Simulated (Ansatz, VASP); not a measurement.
## Ca in VASP and in Ansatz

```xyz
1
Lattice="-2.1905 2.1905 2.1905 2.1905 -2.1905 2.1905 2.1905 2.1905 -2.1905" Properties=species:S:1:pos:R:3 pbc="T T T"
Ca    0.0000    0.0000    0.0000
```

Alike in both runs: task relaxation of cell and atoms; functional LDA; k mesh 14 × 14 × 14; occupations gaussian, width 0.1 eV; no spin polarisation.

|  | VASP | Ansatz |
| --- | --- | --- |
| version | VASP 6.6.1 | Ansatz 0.2.0 |
| potentials or method | VASP PAW LDA potentials, release 64 (Ca_sv) | scalar-relativistic, plane waves, PAW |
| plane-wave cutoff (eV) | 600 | 420 |
| valence electrons in the cell | 10 | 10 |

```tsv
	VASP	Ansatz	Ansatz less VASP
gap on the k mesh at the Fermi level, each at its own relaxed structure (eV)	none	none	-
relaxed volume (Å³/atom)	37.52	37.54	+0.024
relaxed cell length with the largest relative difference (Å)	3.653	3.654	+0.0008
energy change over the relaxation (meV/atom)	-26	-27	-0.6
```

A gap of «none» marks a metal or a gap that the smearing closes.

LDA usually gives volumes a few per cent too small. Zero-point motion and thermal expansion aren't in these numbers.
